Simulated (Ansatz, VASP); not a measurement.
**Two plane-wave programs on CaSe**

INCAR

```
PREC = Accurate ; ENCUT = 520
EDIFF = 1E-6 ; ISMEAR = 0
SIGMA = 0.05 ; LREAL = F
LASPH = T ; NELM = 60
ALGO = Normal ; ISIF = 2
LWAVE = F ; LCHARG = F
GGA = PE ; NBANDS = 15
```

Contents of KPOINTS:

```
regular mesh
0
Gamma
  8 8 8
```

The input POSCAR:

```
CaSe
1.0
    0.0000000000      3.0299000000      2.9560000000
    2.9560000000      0.0000000000      2.9560000000
    2.9560000000      3.0299000000      0.0000000000
Ca Se
1 1
Direct
    0.0000000000      0.0000000000      0.0000000000
    0.5000000000      0.5000000000      0.5000000000
```

Input for Ansatz:

```yaml
crystal:
  lattice:
    - [0.0, 3.0299, 2.956]
    - [2.956, 0.0, 2.956]
    - [2.956, 3.0299, 0.0]
  atoms:
    - { symbol: Ca, position: [0.0, 0.0, 0.0] }
    - { symbol: Se, position: [0.5, 0.5, 0.5] }
basis:
  ecutwfc: 420
kpoints:
  mp_grid: { grid: [8, 8, 8] }
hamiltonian:
  xc: pbe
scf:
  occupations: { method: gaussian, width: 0.05 }
output:
  forces: true
  stress: true
  eigenvalues: true
```

Change from the starting cell: strain +0.0250 x Voigt [0, 1, 0, 0, 0, 0], atoms carried along.

Alike in both runs: task single point; functional PBE; k mesh 8 × 8 × 8; occupations gaussian, width 0.05 eV; no spin polarisation.

```csv
,VASP,Ansatz
version,VASP 6.6.1,Ansatz 0.2.0
potentials or method,"VASP PAW PBE potentials, release 64 (Ca_sv, Se)","scalar-relativistic, plane waves, PAW"
plane-wave cutoff (eV),520,420
valence electrons in the cell,16,26
```

|  | VASP | Ansatz | Ansatz less VASP |
| --- | --- | --- | --- |
| gap on the k mesh at the Fermi level (eV) | 2.07 | 2.08 | +0.010 |
| least direct gap on the mesh (eV) | 2.94 | 2.95 | +0.008 |
| pressure (GPa) | 0.2 | 0.0 | -0.16 |
| largest component of the traceless stress (GPa) | 1.35 | 1.33 | -0.025 |

With one functional, cell and mesh, what is left measures potentials, basis and numerics. The two sets of potentials don't hold the same shells in valence.

A k mesh can miss the band edges.
